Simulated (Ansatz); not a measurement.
diamond against fcc along group 11 and 12

The calculation used DFT, PBE, plane waves (420 eV) with PAW, scalar-relativistic (Ansatz).

Each structure is relaxed within its symmetry, in the lowest magnetic state of the tried starts. Differences under about 8 meV lie within the error of the k-point mesh.

```json
{"element": "Cu", "E(diamond) − E(fcc) (meV/atom)": "1041", "V(diamond) (Å³/atom)": "19.15", "V(fcc) (Å³/atom)": "11.95", "state of diamond": "spin not included", "state of fcc": "spin not included"}
{"element": "Ag", "E(diamond) − E(fcc) (meV/atom)": "783", "V(diamond) (Å³/atom)": "29.99", "V(fcc) (Å³/atom)": "17.83", "state of diamond": "spin not included", "state of fcc": "spin not included"}
{"element": "Au", "E(diamond) − E(fcc) (meV/atom)": "715", "V(diamond) (Å³/atom)": "29.22", "V(fcc) (Å³/atom)": "17.95", "state of diamond": "spin not included", "state of fcc": "spin not included"}
{"element": "Zn", "E(diamond) − E(fcc) (meV/atom)": "447", "V(diamond) (Å³/atom)": "24.70", "V(fcc) (Å³/atom)": "15.19", "state of diamond": "spin not included", "state of fcc": "spin not included"}
{"element": "Cd", "E(diamond) − E(fcc) (meV/atom)": "323", "V(diamond) (Å³/atom)": "37.27", "V(fcc) (Å³/atom)": "22.89", "state of diamond": "spin not included", "state of fcc": "spin not included"}
```
